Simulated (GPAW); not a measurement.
# Ta (Im-3m) in GPAW: notebook

The runs below take Ta through RPA correlation energy, with PBE.

Program: GPAW 26.7.0. These are calculated values, not measurements. Logs are shortened: lines on timing, memory, paths and dates and some standing lists are left out, and cuts for length are marked. The log counts tension as positive stress, the text compression.

## Step 1: The structure

The structure is cubic, space group Im-3m (No. 229). Conventional cell: a = 3.303 Å, b = 3.303 Å, c = 3.303 Å, α = 90.00°, β = 90.00°, γ = 90.00°. Around Ta (site symmetry m-3m) lie 8 Ta at 2.86 Å.

## Step 2: RPA correlation energy, PBE

File run.py:

```python
import numpy as np
from ase.io import read
from ase.units import Bohr, Ha
from gpaw import GPAW, PW
from gpaw.hybrids.energy import non_self_consistent_energy
from gpaw.xc.rpa import RPACorrelation

atoms = read('POSCAR')

for x in [1.0]:
    ecuts = np.array([96.0, 120.0, 150])
    a = atoms.copy()
    a.set_cell(atoms.cell * x**(1 / 3), scale_atoms=True)
    calc = GPAW(mode=PW(400),
                xc='PBE',
                kpts={'size': (4, 4, 4), 'gamma': True},
                occupations={'name': 'fermi-dirac', 'width': 0.05},
                nbands=15,
                convergence={'density': 1e-06},
                maxiter=50,
                txt=f'gs-{x:.2f}.txt')
    a.calc = calc
    dft = a.get_potential_energy(force_consistent=True)
    calc.write(f'gs-{x:.2f}.gpw')
    exx = non_self_consistent_energy(calc, 'EXX').sum()
    calc.diagonalize_full_hamiltonian(nbands=int(a.get_volume() / Bohr**3 * (ecuts[-1] / Ha)**1.5 * 2**0.5 / 3 / np.pi**2 * 1.15) + 30)
    calc.write(f'full-{x:.2f}.gpw', mode='all')
    ec = RPACorrelation(f'full-{x:.2f}.gpw', ecut=ecuts, nfrequencies=12, skip_gamma=True, frequency_scale=2.5, txt=f'rpa-{x:.2f}.txt').calculate()
    slope, ec_inf = np.polyfit(ecuts**-1.5, ec, 1)
    print(f'V = {a.get_volume():.4f} A^3: DFT {dft:.5f}, EXX {exx:.5f}, correlation', *ec.round(5), f'extrapolated {ec_inf:.5f}, total {exx + ec_inf:.5f} eV', flush=True)
```

File POSCAR:

```
Ta
1.0
   -1.6512800000      1.6512800000      1.6512800000
    1.6512800000     -1.6512800000      1.6512800000
    1.6512800000      1.6512800000     -1.6512800000
Ta
1
Direct
    0.0000000000      0.0000000000      0.0000000000
```

Potentials or basis: GPAW PAW data sets (gpaw-data 1.2.1), pw.

Launch:

```console
> OMP_NUM_THREADS=1 python run.py
```

The log of the run:

```text
Using integrator: PointIntegrator
FrequencyDescriptor(from 0.000+0.000j to 0.000+800.000j eV, 12 points)
Nonperiodic BCs:  [False False False]
Using integrator: PointIntegrator
FrequencyDescriptor(from 0.000+0.000j to 0.000+800.000j eV, 12 points)
Nonperiodic BCs:  [False False False]
Integrating chi0 body.

Symmetries of q_c:
    Direct symmetries (Uq -> q): 4
    Indirect symmetries (TUq -> q): 0
In total 4 allowed symmetries.

  ( 1  1  1)  ( 1  1  1)  ( 1  0  0)  ( 1  0  0)
  ( 0  0 -1)  ( 0 -1  0)  ( 0  1  0)  ( 0  0  1)
  ( 0 -1  0)  ( 0  0 -1)  ( 0  0  1)  ( 0  1  0)

26 groups of equivalent kpoints. 59.375% reduction.

Integral kind: hermitian response function
Integrating chi0 body.

Symmetries of q_c:
    Direct symmetries (Uq -> q): 4
    Indirect symmetries (TUq -> q): 0
In total 4 allowed symmetries.

  ( 1  1  1)  ( 1  1  1)  ( 1  0  0)  ( 1  0  0)
  ( 0  0 -1)  ( 0 -1  0)  ( 0  1  0)  ( 0  0  1)
  ( 0 -1  0)  ( 0  0 -1)  ( 0  0  1)  ( 0  1  0)

26 groups of equivalent kpoints. 59.375% reduction.

Integral kind: hermitian response function
Integrating chi0 body.

Symmetries of q_c:
    Direct symmetries (Uq -> q): 4
    Indirect symmetries (TUq -> q): 0
In total 4 allowed symmetries.

  ( 1  1  1)  ( 1  1  1)  ( 1  0  0)  ( 1  0  0)
  ( 0  0 -1)  ( 0 -1  0)  ( 0  1  0)  ( 0  0  1)
  ( 0 -1  0)  ( 0  0 -1)  ( 0  0  1)  ( 0  1  0)

26 groups of equivalent kpoints. 59.375% reduction.

Integral kind: hermitian response function
Integrating chi0 body.

Symmetries of q_c:
    Direct symmetries (Uq -> q): 8
    Indirect symmetries (TUq -> q): 0
In total 8 allowed symmetries.

  ( 1  1  1)  ( 1  1  1)  ( 1  0  0)  ( 1  0  0)  ( 0  1  0)  ( 0  1  0)
  ( 0  0 -1)  ( 0  0 -1)  ( 0  1  0)  ( 0  1  0)  ( 1  0  0)  ( 1  0  0)
  ( 0 -1  0)  (-1  0  0)  ( 0  0  1)  (-1 -1 -1)  ( 0  0  1)  (-1 -1 -1)

  ( 0  0 -1)  ( 0  0 -1)
  ( 1  1  1)  ( 1  1  1)
  ( 0 -1  0)  (-1  0  0)

18 groups of equivalent kpoints. 71.875% reduction.

Integral kind: hermitian response function
Integrating chi0 body.

Symmetries of q_c:
    Direct symmetries (Uq -> q): 8
    Indirect symmetries (TUq -> q): 0
In total 8 allowed symmetries.

  ( 1  1  1)  ( 1  1  1)  ( 1  0  0)  ( 1  0  0)  ( 0  1  0)  ( 0  1  0)
  ( 0  0 -1)  ( 0  0 -1)  ( 0  1  0)  ( 0  1  0)  ( 1  0  0)  ( 1  0  0)
  ( 0 -1  0)  (-1  0  0)  ( 0  0  1)  (-1 -1 -1)  ( 0  0  1)  (-1 -1 -1)

  ( 0  0 -1)  ( 0  0 -1)
  ( 1  1  1)  ( 1  1  1)
  ( 0 -1  0)  (-1  0  0)

18 groups of equivalent kpoints. 71.875% reduction.

Integral kind: hermitian response function
Integrating chi0 body.

Symmetries of q_c:
    Direct symmetries (Uq -> q): 8
    Indirect symmetries (TUq -> q): 0
In total 8 allowed symmetries.

  ( 1  1  1)  ( 1  1  1)  ( 1  0  0)  ( 1  0  0)  ( 0  1  0)  ( 0  1  0)
  ( 0  0 -1)  ( 0  0 -1)  ( 0  1  0)  ( 0  1  0)  ( 1  0  0)  ( 1  0  0)
  ( 0 -1  0)  (-1  0  0)  ( 0  0  1)  (-1 -1 -1)  ( 0  0  1)  (-1 -1 -1)

  ( 0  0 -1)  ( 0  0 -1)
  ( 1  1  1)  ( 1  1  1)
  ( 0 -1  0)  (-1  0  0)

18 groups of equivalent kpoints. 71.875% reduction.

Integral kind: hermitian response function
Integrating chi0 body.

Symmetries of q_c:
    Direct symmetries (Uq -> q): 24
    Indirect symmetries (TUq -> q): 0
In total 24 allowed symmetries.

  ( 1  0  0)  ( 1  0  0)  ( 1  0  0)  ( 1  0  0)  ( 1  0  0)  ( 1  0  0)
  ( 0  1  0)  ( 0  1  0)  ( 0  0  1)  ( 0  0  1)  (-1 -1 -1)  (-1 -1 -1)
  ( 0  0  1)  (-1 -1 -1)  ( 0  1  0)  (-1 -1 -1)  ( 0  1  0)  ( 0  0  1)

  ( 0  1  0)  ( 0  1  0)  ( 0  1  0)  ( 0  1  0)  ( 0  1  0)  ( 0  1  0)
  ( 1  0  0)  ( 1  0  0)  ( 0  0  1)  ( 0  0  1)  (-1 -1 -1)  (-1 -1 -1)
  ( 0  0  1)  (-1 -1 -1)  ( 1  0  0)  (-1 -1 -1)  ( 1  0  0)  ( 0  0  1)

  ( 0  0  1)  ( 0  0  1)  ( 0  0  1)  ( 0  0  1)  ( 0  0  1)  ( 0  0  1)
  ( 1  0  0)  ( 1  0  0)  ( 0  1  0)  ( 0  1  0)  (-1 -1 -1)  (-1 -1 -1)
  ( 0  1  0)  (-1 -1 -1)  ( 1  0  0)  (-1 -1 -1)  ( 1  0  0)  ( 0  1  0)

  (-1 -1 -1)  (-1 -1 -1)  (-1 -1 -1)  (-1 -1 -1)  (-1 -1 -1)  (-1 -1 -1)
  ( 1  0  0)  ( 1  0  0)  ( 0  1  0)  ( 0  1  0)  ( 0  0  1)  ( 0  0  1)
  ( 0  1  0)  ( 0  0  1)  ( 1  0  0)  ( 0  0  1)  ( 1  0  0)  ( 0  1  0)

10 groups of equivalent kpoints. 84.375% reduction.

Integral kind: hermitian response function
Integrating chi0 body.

Symmetries of q_c:
    Direct symmetries (Uq -> q): 24
    Indirect symmetries (TUq -> q): 0
In total 24 allowed symmetries.

  ( 1  0  0)  ( 1  0  0)  ( 1  0  0)  ( 1  0  0)  ( 1  0  0)  ( 1  0  0)
  ( 0  1  0)  ( 0  1  0)  ( 0  0  1)  ( 0  0  1)  (-1 -1 -1)  (-1 -1 -1)
  ( 0  0  1)  (-1 -1 -1)  ( 0  1  0)  (-1 -1 -1)  ( 0  1  0)  ( 0  0  1)

  ( 0  1  0)  ( 0  1  0)  ( 0  1  0)  ( 0  1  0)  ( 0  1  0)  ( 0  1  0)
  ( 1  0  0)  ( 1  0  0)  ( 0  0  1)  ( 0  0  1)  (-1 -1 -1)  (-1 -1 -1)
  ( 0  0  1)  (-1 -1 -1)  ( 1  0  0)  (-1 -1 -1)  ( 1  0  0)  ( 0  0  1)

  ( 0  0  1)  ( 0  0  1)  ( 0  0  1)  ( 0  0  1)  ( 0  0  1)  ( 0  0  1)
  ( 1  0  0)  ( 1  0  0)  ( 0  1  0)  ( 0  1  0)  (-1 -1 -1)  (-1 -1 -1)
  ( 0  1  0)  (-1 -1 -1)  ( 1  0  0)  (-1 -1 -1)  ( 1  0  0)  ( 0  1  0)
[... 55 lines left out ...]
  ( 1  0  0)  ( 1  0  0)
  ( 0  1  0)  ( 0  0  1)
  ( 0  0  1)  ( 0  1  0)

40 groups of equivalent kpoints. 37.5% reduction.

Integral kind: hermitian response function
Integrating chi0 body.

Symmetries of q_c:
    Direct symmetries (Uq -> q): 2
    Indirect symmetries (TUq -> q): 0
In total 2 allowed symmetries.

  ( 1  0  0)  ( 1  0  0)
  ( 0  1  0)  ( 0  0  1)
  ( 0  0  1)  ( 0  1  0)

40 groups of equivalent kpoints. 37.5% reduction.

Integral kind: hermitian response function
Integrating chi0 body.

Symmetries of q_c:
    Direct symmetries (Uq -> q): 8
    Indirect symmetries (TUq -> q): 0
In total 8 allowed symmetries.

  ( 1  0  0)  ( 1  0  0)  ( 0  1  0)  ( 0  1  0)  ( 0 -1  0)  ( 0 -1  0)
  ( 0  1  0)  ( 0  1  0)  ( 1  0  0)  ( 1  0  0)  (-1  0  0)  (-1  0  0)
  ( 0  0  1)  (-1 -1 -1)  ( 0  0  1)  (-1 -1 -1)  ( 1  1  1)  ( 0  0 -1)

  (-1  0  0)  (-1  0  0)
  ( 0 -1  0)  ( 0 -1  0)
  ( 1  1  1)  ( 0  0 -1)

18 groups of equivalent kpoints. 71.875% reduction.

Integral kind: hermitian response function
Integrating chi0 body.

Symmetries of q_c:
    Direct symmetries (Uq -> q): 8
    Indirect symmetries (TUq -> q): 0
In total 8 allowed symmetries.

  ( 1  0  0)  ( 1  0  0)  ( 0  1  0)  ( 0  1  0)  ( 0 -1  0)  ( 0 -1  0)
  ( 0  1  0)  ( 0  1  0)  ( 1  0  0)  ( 1  0  0)  (-1  0  0)  (-1  0  0)
  ( 0  0  1)  (-1 -1 -1)  ( 0  0  1)  (-1 -1 -1)  ( 1  1  1)  ( 0  0 -1)

  (-1  0  0)  (-1  0  0)
  ( 0 -1  0)  ( 0 -1  0)
  ( 1  1  1)  ( 0  0 -1)

18 groups of equivalent kpoints. 71.875% reduction.

Integral kind: hermitian response function
Integrating chi0 body.

Symmetries of q_c:
    Direct symmetries (Uq -> q): 8
    Indirect symmetries (TUq -> q): 0
In total 8 allowed symmetries.

  ( 1  0  0)  ( 1  0  0)  ( 0  1  0)  ( 0  1  0)  ( 0 -1  0)  ( 0 -1  0)
  ( 0  1  0)  ( 0  1  0)  ( 1  0  0)  ( 1  0  0)  (-1  0  0)  (-1  0  0)
  ( 0  0  1)  (-1 -1 -1)  ( 0  0  1)  (-1 -1 -1)  ( 1  1  1)  ( 0  0 -1)

  (-1  0  0)  (-1  0  0)
  ( 0 -1  0)  ( 0 -1  0)
  ( 1  1  1)  ( 0  0 -1)

18 groups of equivalent kpoints. 71.875% reduction.

Integral kind: hermitian response function
Integrating chi0 body.

Symmetries of q_c:
    Direct symmetries (Uq -> q): 4
    Indirect symmetries (TUq -> q): 0
In total 4 allowed symmetries.

  ( 1  0  0)  ( 0  1  0)  ( 0 -1  0)  (-1  0  0)
  ( 0  1  0)  ( 1  0  0)  (-1  0  0)  ( 0 -1  0)
  ( 0  0  1)  ( 0  0  1)  ( 1  1  1)  ( 1  1  1)

26 groups of equivalent kpoints. 59.375% reduction.

Integral kind: hermitian response function
Integrating chi0 body.

Symmetries of q_c:
    Direct symmetries (Uq -> q): 4
    Indirect symmetries (TUq -> q): 0
In total 4 allowed symmetries.

  ( 1  0  0)  ( 0  1  0)  ( 0 -1  0)  (-1  0  0)
  ( 0  1  0)  ( 1  0  0)  (-1  0  0)  ( 0 -1  0)
  ( 0  0  1)  ( 0  0  1)  ( 1  1  1)  ( 1  1  1)

26 groups of equivalent kpoints. 59.375% reduction.

Integral kind: hermitian response function
Integrating chi0 body.

Symmetries of q_c:
    Direct symmetries (Uq -> q): 4
    Indirect symmetries (TUq -> q): 0
In total 4 allowed symmetries.

  ( 1  0  0)  ( 0  1  0)  ( 0 -1  0)  (-1  0  0)
  ( 0  1  0)  ( 1  0  0)  (-1  0  0)  ( 0 -1  0)
  ( 0  0  1)  ( 0  0  1)  ( 1  1  1)  ( 1  1  1)

26 groups of equivalent kpoints. 59.375% reduction.

Integral kind: hermitian response function
Integrating chi0 body.

Symmetries of q_c:
    Direct symmetries (Uq -> q): 48
    Indirect symmetries (TUq -> q): 0
In total 48 allowed symmetries.

  ( 1  1  1)  ( 1  1  1)  ( 1  1  1)  ( 1  1  1)  ( 1  1  1)  ( 1  1  1)
  ( 0  0 -1)  ( 0  0 -1)  ( 0 -1  0)  ( 0 -1  0)  (-1  0  0)  (-1  0  0)
  ( 0 -1  0)  (-1  0  0)  ( 0  0 -1)  (-1  0  0)  ( 0  0 -1)  ( 0 -1  0)

  ( 1  0  0)  ( 1  0  0)  ( 1  0  0)  ( 1  0  0)  ( 1  0  0)  ( 1  0  0)
  ( 0  1  0)  ( 0  1  0)  ( 0  0  1)  ( 0  0  1)  (-1 -1 -1)  (-1 -1 -1)
  ( 0  0  1)  (-1 -1 -1)  ( 0  1  0)  (-1 -1 -1)  ( 0  1  0)  ( 0  0  1)

  ( 0  1  0)  ( 0  1  0)  ( 0  1  0)  ( 0  1  0)  ( 0  1  0)  ( 0  1  0)
  ( 1  0  0)  ( 1  0  0)  ( 0  0  1)  ( 0  0  1)  (-1 -1 -1)  (-1 -1 -1)
  ( 0  0  1)  (-1 -1 -1)  ( 1  0  0)  (-1 -1 -1)  ( 1  0  0)  ( 0  0  1)

  ( 0  0  1)  ( 0  0  1)  ( 0  0  1)  ( 0  0  1)  ( 0  0  1)  ( 0  0  1)
  ( 1  0  0)  ( 1  0  0)  ( 0  1  0)  ( 0  1  0)  (-1 -1 -1)  (-1 -1 -1)
  ( 0  1  0)  (-1 -1 -1)  ( 1  0  0)  (-1 -1 -1)  ( 1  0  0)  ( 0  1  0)

  ( 0  0 -1)  ( 0  0 -1)  ( 0  0 -1)  ( 0  0 -1)  ( 0  0 -1)  ( 0  0 -1)
  ( 1  1  1)  ( 1  1  1)  ( 0 -1  0)  ( 0 -1  0)  (-1  0  0)  (-1  0  0)
  ( 0 -1  0)  (-1  0  0)  ( 1  1  1)  (-1  0  0)  ( 1  1  1)  ( 0 -1  0)

  ( 0 -1  0)  ( 0 -1  0)  ( 0 -1  0)  ( 0 -1  0)  ( 0 -1  0)  ( 0 -1  0)
  ( 1  1  1)  ( 1  1  1)  ( 0  0 -1)  ( 0  0 -1)  (-1  0  0)  (-1  0  0)
  ( 0  0 -1)  (-1  0  0)  ( 1  1  1)  (-1  0  0)  ( 1  1  1)  ( 0  0 -1)

  (-1  0  0)  (-1  0  0)  (-1  0  0)  (-1  0  0)  (-1  0  0)  (-1  0  0)
  ( 1  1  1)  ( 1  1  1)  ( 0  0 -1)  ( 0  0 -1)  ( 0 -1  0)  ( 0 -1  0)
  ( 0  0 -1)  ( 0 -1  0)  ( 1  1  1)  ( 0 -1  0)  ( 1  1  1)  ( 0  0 -1)

  (-1 -1 -1)  (-1 -1 -1)  (-1 -1 -1)  (-1 -1 -1)  (-1 -1 -1)  (-1 -1 -1)
  ( 1  0  0)  ( 1  0  0)  ( 0  1  0)  ( 0  1  0)  ( 0  0  1)  ( 0  0  1)
  ( 0  1  0)  ( 0  0  1)  ( 1  0  0)  ( 0  0  1)  ( 1  0  0)  ( 0  1  0)

8 groups of equivalent kpoints. 87.5% reduction.
[... 55 lines left out ...]
  ( 1  0  0)  ( 1  0  0)  ( 1  0  0)  ( 1  0  0)  ( 1  0  0)  ( 1  0  0)
  ( 0  1  0)  ( 0  1  0)  ( 0  0  1)  ( 0  0  1)  (-1 -1 -1)  (-1 -1 -1)
  ( 0  0  1)  (-1 -1 -1)  ( 0  1  0)  (-1 -1 -1)  ( 0  1  0)  ( 0  0  1)

  ( 0  1  0)  ( 0  1  0)  ( 0  1  0)  ( 0  1  0)  ( 0  1  0)  ( 0  1  0)
  ( 1  0  0)  ( 1  0  0)  ( 0  0  1)  ( 0  0  1)  (-1 -1 -1)  (-1 -1 -1)
  ( 0  0  1)  (-1 -1 -1)  ( 1  0  0)  (-1 -1 -1)  ( 1  0  0)  ( 0  0  1)

  ( 0  0  1)  ( 0  0  1)  ( 0  0  1)  ( 0  0  1)  ( 0  0  1)  ( 0  0  1)
  ( 1  0  0)  ( 1  0  0)  ( 0  1  0)  ( 0  1  0)  (-1 -1 -1)  (-1 -1 -1)
  ( 0  1  0)  (-1 -1 -1)  ( 1  0  0)  (-1 -1 -1)  ( 1  0  0)  ( 0  1  0)

  ( 0  0 -1)  ( 0  0 -1)  ( 0  0 -1)  ( 0  0 -1)  ( 0  0 -1)  ( 0  0 -1)
  ( 1  1  1)  ( 1  1  1)  ( 0 -1  0)  ( 0 -1  0)  (-1  0  0)  (-1  0  0)
  ( 0 -1  0)  (-1  0  0)  ( 1  1  1)  (-1  0  0)  ( 1  1  1)  ( 0 -1  0)

  ( 0 -1  0)  ( 0 -1  0)  ( 0 -1  0)  ( 0 -1  0)  ( 0 -1  0)  ( 0 -1  0)
  ( 1  1  1)  ( 1  1  1)  ( 0  0 -1)  ( 0  0 -1)  (-1  0  0)  (-1  0  0)
  ( 0  0 -1)  (-1  0  0)  ( 1  1  1)  (-1  0  0)  ( 1  1  1)  ( 0  0 -1)

  (-1  0  0)  (-1  0  0)  (-1  0  0)  (-1  0  0)  (-1  0  0)  (-1  0  0)
  ( 1  1  1)  ( 1  1  1)  ( 0  0 -1)  ( 0  0 -1)  ( 0 -1  0)  ( 0 -1  0)
  ( 0  0 -1)  ( 0 -1  0)  ( 1  1  1)  ( 0 -1  0)  ( 1  1  1)  ( 0  0 -1)

  (-1 -1 -1)  (-1 -1 -1)  (-1 -1 -1)  (-1 -1 -1)  (-1 -1 -1)  (-1 -1 -1)
  ( 1  0  0)  ( 1  0  0)  ( 0  1  0)  ( 0  1  0)  ( 0  0  1)  ( 0  0  1)
  ( 0  1  0)  ( 0  0  1)  ( 1  0  0)  ( 0  0  1)  ( 1  0  0)  ( 0  1  0)

8 groups of equivalent kpoints. 87.5% reduction.

Integral kind: hermitian response function
```

Wall time 17 s (1 thread of Arm Neoverse V1, shared host); peak memory 0.21 GiB.

What came out:

```yaml
Free_energy: -9.9564 eV
Band_gap_on_the_k_mesh_mean-field_level: none (metal or under the smearing width)
```

Caveat: the k mesh is coarse (spacing up to 0.67 Å⁻¹), so the values aren't converged; the response cutoff is short for absolute correlation energies; RPA of a metal hangs on this mesh. Spin-orbit coupling is left out, which matters for the levels of Ta.

[end of part 1 of 2]
